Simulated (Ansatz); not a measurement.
# NaCl (Fm-3m) in Ansatz: further runs

One crystal, NaCl, is run at these levels: RPBE, revPBE; tasks: band structure.

Program: Ansatz 0.2.0. These are calculated values, not measurements. Logs are shortened: lines on timing, memory, paths and dates and some standing lists are left out, and cuts for length are marked.

## Step 1: The structure

The structure is cubic, space group Fm-3m (No. 225). The conventional cell has a = 5.588 Å, b = 5.588 Å, c = 5.588 Å, α = 90.00°, β = 90.00°, γ = 90.00°. Cl (site symmetry m-3m) is surrounded by 6 Na at 2.79 Å. Around Na (site symmetry m-3m) lie 6 Cl at 2.79 Å.

The cell is a database's computed one.

## Step 2: Band structure, RPBE

input.yaml

```yaml
crystal:
  lattice:
    - [0.0, 2.7940632177, 2.7940632177]
    - [2.7940632177, 0.0, 2.7940632177]
    - [2.7940632177, 2.7940632177, 0.0]
  atoms:
    - { symbol: Cl, position: [0.5, 0.5, 0.5] }
    - { symbol: Na, position: [0.0, 0.0, 0.0] }
hamiltonian:
  xc: rpbe
  pseudopotentials: { kind: paw }
kpoints:
  mp_grid: { grid: [8, 8, 8] }
  band_path:
    path:
      - [[0.0, 0.0, 0.0], [0.5, 0.0, 0.5], [0.5, 0.25, 0.75], [0.375, 0.375, 0.75], [0.0, 0.0, 0.0], [0.5, 0.5, 0.5], [0.625, 0.25, 0.625], [0.5, 0.25, 0.75], [0.5, 0.5, 0.5], [0.375, 0.375, 0.75]]
      - [[0.625, 0.25, 0.625], [0.5, 0.0, 0.5]]
    npoints: 14
scf:
  occupations: { method: fermi_dirac, width: 0.05 }
  n_extra_bands: 6
output:
  forces: true
  stress: true
  eigenvalues: true
  fatbands: false
```

Potentials or basis: Ansatz PAW.

The run is started by

```sh
ansatz run input.yaml --threads 2 --pin off --max-ram 5632MiB --backend cpu --events-out ev --progress --plain --runs-dir out
```

The log of the run:

```text
Warning: RAYON_NUM_THREADS=2 ignored (pool sized by the plan → 2); use --threads N
scf.n_extra_bands = 6 over 8 filled bands (N_el = 16.0): the run solves 14 bands
Engine: ansatz 0.2.0, x86_64-unknown-linux-gnu
Pseudopotentials: kind: paw
Pseudopotential: Cl, paw, valence charge 7, recommended cutoff 420 eV (normal), Cl.paw.azcp
Pseudopotential: Na, paw, valence charge 9, recommended cutoff 420 eV (normal), Na.paw.azcp
Functional definition: RPBE
  parameter kappa = 0.804
  parameter beta = 0.06672455060314922
  exchange = rpbe_x(kappa = kappa, mu = beta*pi^2/3)
  correlation = pbe_c(beta = beta)
Crystal: 2 atoms, lattice volume = 43.625 Å³
Basis set: ecut = 420 eV, 869 PW (Γ), exchange–correlation on 54×54×54 points (8 copies of the dense FFT grid, shifted against one another)
Bands: 14, of which v1, the nominal top of the filled ones, is band 8 counted from 1 (7 counted from 0)
Symmetry: 48 space group operations
Space group: Fm-3m (ITA 225), of the structure as read, at distance tolerance 3.5e-5 Å
k-points: 29 of 512
Non-local potential: Cl, projectors of the file, l = 0: 2, l = 1: 2, l = 2: 2
Non-local potential: Na, projectors of the file, l = 0: 3, l = 1: 2, l = 2: 1
PAW form: soft (Blöchl's): semilocal exchange-correlation on the pseudo side does not see the compensation charge
PAW frozen core: Cl, regenerated for the run's functional, and the local potential with it (the file was generated under x = pbe(κ = 0.804, μ = 0.2195149727645171), c = pbe(β = 0.06672455060314922))
PAW frozen core: Na, regenerated for the run's functional, and the local potential with it (the file was generated under x = pbe(κ = 0.804, μ = 0.2195149727645171), c = pbe(β = 0.06672455060314922))
PAW one-centre angular grid: Cl, 110 points (default); XC on 64 Gauss nodes
PAW one-centre angular grid: Na, 110 points (default); XC on 64 Gauss nodes
Initial density: superposition of atomic densities (neutral atoms: chi_scale 0, normalization atom), corrected by the library's trained network
Initial wavefunctions: pseudopotential atomic-orbital guess
Functional: x = rpbe, c = pbe(β = 0.06672455060314922)
SCF iter   1: F=—  HF=-2575.944551 eV  |F-HF|=—  |Δ(HF+E_count)|=         —  Δρ=3.99e-3  dr2=8.15e-3  ethr=1.77e-3  ⟨swp⟩=5.8  Hψ=2334  notcnv=0
preconditioner: auto → none  [insulator: Δε(μ)=5.560 eV  Ē_g=22.755 eV  σ=0.050 eV  W_gap=1.00  n_scr=14 (ndim 8)  ℏωp=21.0 eV  f_vac=0.027  D(μ)=0.00/eV (n_scr^D=0)  ε∞_Penn≈1.9]
SCF iter   2: F=—  HF=-2575.943580 eV  |F-HF|=—  |Δ(HF+E_count)|=   9.71e-4  Δρ=1.69e-3  dr2=8.36e-4  ethr=5.10e-5  ⟨swp⟩=3.0  Hψ=971  notcnv=0  defer=40
SCF iter   3: F=—  HF=-2575.943394 eV  |F-HF|=—  |Δ(HF+E_count)|=   1.85e-4  Δρ=6.74e-4  dr2=1.08e-4  ethr=5.23e-6  ⟨swp⟩=2.0  Hψ=434  notcnv=0  defer=40
SCF iter   4: F=—  HF=-2575.943424 eV  |F-HF|=—  |Δ(HF+E_count)|=   3.01e-5  Δρ=1.34e-4  dr2=9.45e-6  ethr=6.75e-7  ⟨swp⟩=2.6  Hψ=481  notcnv=0  defer=40
SCF iter   5: F=—  HF=-2575.943468 eV  |F-HF|=—  |Δ(HF+E_count)|=   4.41e-5  Δρ=3.72e-5  dr2=9.64e-7  ethr=5.91e-8  ⟨swp⟩=2.9  Hψ=589  notcnv=0  defer=40
SCF iter   6: F=—  HF=-2575.943469 eV  |F-HF|=—  |Δ(HF+E_count)|=   7.03e-8  Δρ=1.42e-5  dr2=1.07e-7  ethr=6.03e-9  ⟨swp⟩=3.0  Hψ=592  notcnv=0  defer=40
SCF iter   7: F=-2575.943469 eV  HF=-2575.943469 eV  |F-HF|=1.02e-8  |Δ(HF+E_count)|=   3.34e-8  Δρ=4.90e-6  dr2=1.41e-8  ethr=6.25e-10  ⟨swp⟩=7.4  Hψ=1561  notcnv=0
SCF 1 converged in 7 iterations: F = -2575.943469 eV  dr2 = 1.41e-8
NSCF: frozen V_eff on 142 k-points
SCF converged after 7 iterations
Free energy (F): -2575.943469 eV
Harris-Foulkes:  -2575.943469 eV  (|F-HF|=1.02e-8)
Internal energy: -2575.943469 eV  (E = F + TS)
E sigma→0 (E₀):  -2575.943469 eV
Fermi energy:    4.288496 eV
--- Per-component energies (eV) ---
  E_band       = -229.300336
  E_kinetic    = 283.966513
  E_local      = -1516.503989  (includes V_loc(G=0)·N_el)
  E_nonlocal   = 142.705098
  E_hartree    = 535.142580
  E_xc         = -148.237036
  E_vxc        = -174.099739  (∫ρ·V_xc dr)
  E_paw        = -928.105959  (= ΣΔE_a)
  E_vpaw       = -35.655872  (= ΣTr[D̂ρ^β])
  E_aug_tail   = 0.000063  (compensation charges beyond the density's cutoff)
  E_ewald      = -944.843794
  E_core_change = -0.066945  (= ΣΔE_core)
  E_smearing   = -0.000000  (= −TS)
  E_closure    = 0.000000  (closes the sum)
  Σ components = -2575.943469   (vs F -2575.943469, Δ=0.00e0)
--- Forces (eV/Å), atoms counted from 1 ---
  atom   1  Cl     0.00000000    -0.00000000     0.00000000
  atom   2  Na    -0.00000000     0.00000000    -0.00000000
  max |Σ_I F_I| component: 8.74e-30 eV/Å
--- Stress (GPa, compression-positive) ---
        3.549976      -0.000000      -0.000000
        0.000000       3.549976      -0.000000
       -0.000000      -0.000000       3.549976
  P = ⅓ Tr σ = 3.5500 GPa (35.500 kbar)
--- Band table (eV; the first three rows and the last of 29) ---
  k-point 0: bands = ["-47.5860", "-19.3294", "-19.3294", "-19.3294", "-11.2617", "1.4456", "1.4456", "1.4456", "6.9870", "12.6795", "12.6795", "12.6795", "14.7251", "14.7251"]
  k-point 1: bands = ["-47.5859", "-19.3341", "-19.3297", "-19.3297", "-11.2125", "1.0809", "1.4037", "1.4037", "7.4795", "12.1965", "12.8744", "12.8744", "14.5146", "14.5146"]
  k-point 2: bands = ["-47.5856", "-19.3455", "-19.3305", "-19.3305", "-11.0902", "0.3495", "1.3056", "1.3056", "8.4393", "11.7240", "12.9796", "12.9796", "14.7626", "14.7626"]
  k-point 28: bands = ["-47.5848", "-19.3445", "-19.3445", "-19.3405", "-10.8414", "0.2464", "0.2464", "0.6844", "10.5948", "11.4318", "11.4318", "13.1348", "17.5378", "17.5378"]
```

It took 0.99 s on 2 threads of AMD EPYC 9R14 (Zen 4), shared host; peak memory 0.33 GiB.

Results:

* Free energy: -2575.9435 eV
* Pressure: 3.5 GPa
* Band gap on the k mesh: 5.54 eV, direct
* Band gap along the path: 5.54 eV, direct

Levels at the corners of the path, in eV from the valence-band top:
| point | band 5 | band 6 | band 7 | band 8 | band 9 | band 10 | band 11 | band 12 |
| --- | --- | --- | --- | --- | --- | --- | --- | --- |
| Γ | -12.71 | 0.00 | 0.00 | 0.00 | 5.54 | 11.23 | 11.23 | 11.23 |
| X | -12.31 | -1.68 | -0.61 | -0.61 | 7.86 | 8.27 | 11.82 | 15.14 |
| W | -12.29 | -1.20 | -1.20 | -0.76 | 9.15 | 9.99 | 9.99 | 11.69 |
| K | -12.30 | -1.42 | -1.12 | -0.50 | 8.52 | 9.33 | 10.93 | 13.00 |
| Γ | -12.71 | 0.00 | 0.00 | 0.00 | 5.54 | 11.23 | 11.23 | 11.23 |
| L | -12.35 | -1.94 | -0.27 | -0.27 | 7.59 | 11.14 | 11.14 | 11.15 |
| U | -12.30 | -1.42 | -1.12 | -0.50 | 8.52 | 9.33 | 10.93 | 13.00 |
| W | -12.29 | -1.20 | -1.20 | -0.76 | 9.15 | 9.99 | 9.99 | 11.69 |
| L | -12.35 | -1.94 | -0.27 | -0.27 | 7.59 | 11.14 | 11.14 | 11.15 |
| K | -12.30 | -1.42 | -1.12 | -0.50 | 8.52 | 9.33 | 10.93 | 13.00 |
| U | -12.30 | -1.42 | -1.12 | -0.50 | 8.52 | 9.33 | 10.93 | 13.00 |
| X | -12.31 | -1.68 | -0.61 | -0.61 | 7.86 | 8.27 | 11.82 | 15.14 |

Caveat: the PAW data sets come from PBE, with cores solved anew for the run's functional, which leaves a small shift of forces and pressure. RPBE gaps usually lie below the measured ones, often by a third to a half.

## Step 3: Band structure, revPBE

input.yaml, as its differences from that of step 2:

```diff
@@ -9,3 +9,3 @@
 hamiltonian:
-  xc: rpbe
+  xc: revpbe
   pseudopotentials: { kind: paw }
@@ -26 +26,5 @@
   fatbands: false
+  write_density: true
+  write_potential: true
+  elf: true
+  volumetric_format: npy
```

Potentials or basis: Ansatz PAW.

The run is started by

```sh
ansatz run input.yaml --threads 2 --pin off --max-ram 5632MiB --backend cpu --events-out ev --progress --plain --runs-dir out
```

Wall time 1.4 s (2 threads of AMD EPYC 9R14 (Zen 4), shared host); peak memory 0.35 GiB.

Results (log left out):

```
Free energy             : -2574.1636 eV
Pressure                : 3.3 GPa
Band gap on the k mesh  : 5.49 eV, direct
Band gap along the path : 5.49 eV, direct
```

Levels at the corners of the path, in eV from the valence-band top:
| point | band 6 | band 7 | band 8 | band 9 | band 10 | band 11 |
| --- | --- | --- | --- | --- | --- | --- |
| Γ | 0.00 | 0.00 | 0.00 | 5.49 | 11.20 | 11.20 |
| X | -1.69 | -0.61 | -0.61 | 7.83 | 8.22 | 11.76 |
| W | -1.21 | -1.21 | -0.77 | 9.13 | 9.94 | 9.94 |
| K | -1.43 | -1.13 | -0.51 | 8.48 | 9.29 | 10.88 |
| Γ | 0.00 | 0.00 | 0.00 | 5.49 | 11.20 | 11.20 |
| L | -1.95 | -0.27 | -0.27 | 7.53 | 11.11 | 11.11 |
| U | -1.43 | -1.13 | -0.51 | 8.48 | 9.29 | 10.88 |
| W | -1.21 | -1.21 | -0.77 | 9.13 | 9.94 | 9.94 |
| L | -1.95 | -0.27 | -0.27 | 7.53 | 11.11 | 11.11 |
| K | -1.43 | -1.13 | -0.51 | 8.48 | 9.29 | 10.88 |
| U | -1.43 | -1.13 | -0.51 | 8.48 | 9.29 | 10.88 |
| X | -1.69 | -0.61 | -0.61 | 7.83 | 8.22 | 11.76 |

Caveat: the PAW data sets come from PBE, with cores solved anew for the run's functional, which leaves a small shift of forces and pressure.
